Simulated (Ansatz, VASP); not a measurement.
**CuO2: VASP beside Ansatz**

File INCAR:

```
SYSTEM = CuO2
PREC     = Accurate       ! precision mode
ENCUT    = 520            ! plane-wave cutoff, eV
EDIFF    = 1E-6           ! SCF threshold, eV
ISMEAR   = -1             ! smearing method
SIGMA    = 0.05           ! smearing width, eV
LREAL    = .False.        ! projectors in reciprocal space
LASPH    = .True.         ! aspherical terms in the spheres
NELM     = 60             ! most SCF steps
ALGO     = Normal         ! electronic algorithm
ISIF     = 2              ! what is computed and relaxed
LWAVE    = .False.        ! write WAVECAR
LCHARG   = .True.         ! write CHGCAR
GGA      = PE             ! functional
LELF     = .True.         ! ELF
LVHAR    = .True.       
NBANDS   = 18             ! bands
```

KPOINTS

```
regular mesh
0
Gamma
  9 4 4
  0 0 0
```

File POSCAR:

```
CuO2
1.0
    2.4212910000      0.0000000000      0.0000000000
    0.0000000000      6.4459520000      0.0000000000
    0.0000000000      0.0000000000      7.0670430000
Cu O
1 2
Direct
    0.0000000000      0.5000000000      0.0000000000
    0.0000000000      0.5000000000      0.4124350000
    0.0000000000      0.5000000000      0.5875650000
```

Input for Ansatz:

```yaml
crystal:
  lattice:
    - [2.421291, 0.0, 0.0]
    - [0.0, 6.445952, 0.0]
    - [0.0, 0.0, 7.067043]
  atoms:
    - { symbol: Cu, position: [0.0, 0.5, 0.0] }
    - { symbol: O, position: [0.0, 0.5, 0.412435] }
    - { symbol: O, position: [0.0, 0.5, 0.587565] }
kpoints:
  mp_grid:
    grid: [9, 4, 4]
hamiltonian:
  xc: pbe
scf:
  occupations:
    method: fermi_dirac
    width: 0.05
basis:
  ecutwfc: 470
output:
  stress: true
  eigenvalues: true
```

The cell comes from a database or a generator and needn't be the stable form of this composition.

Alike in both runs: task single point; functional PBE; k mesh 9 × 4 × 4; occupations fermi-dirac, width 0.05 eV; no spin polarisation.

```csv
,VASP,Ansatz
version,VASP 6.6.1,Ansatz 0.2.0
potentials or method,"VASP PAW PBE potentials, release 64 (Cu, O)","plane waves, PAW"
plane-wave cutoff (eV),520,470
valence electrons in the cell,23,31
```

|  | VASP | Ansatz | Ansatz less VASP |
| --- | --- | --- | --- |
| gap on the k mesh at the Fermi level (eV) | none | none | - |
| pressure (GPa) | -0.5 | -1.2 | -0.72 |
| largest component of the traceless stress (GPa) | 1.92 | 1.41 | -0.512 |

A gap of «none» marks a metal or a gap that the smearing closes. The two sets of potentials don't hold the same shells in valence.

Caveats: the standard files for N, O and F lose accuracy on very short bonds; an odd number of electrons without spin polarisation forces a metal; a magnetic or distorted state may lie lower; the run has no spin polarisation, though such a crystal can be magnetic; semilocal functionals often make such compounds metallic where correlation or magnetic order opens a gap, which also shifts bond lengths.
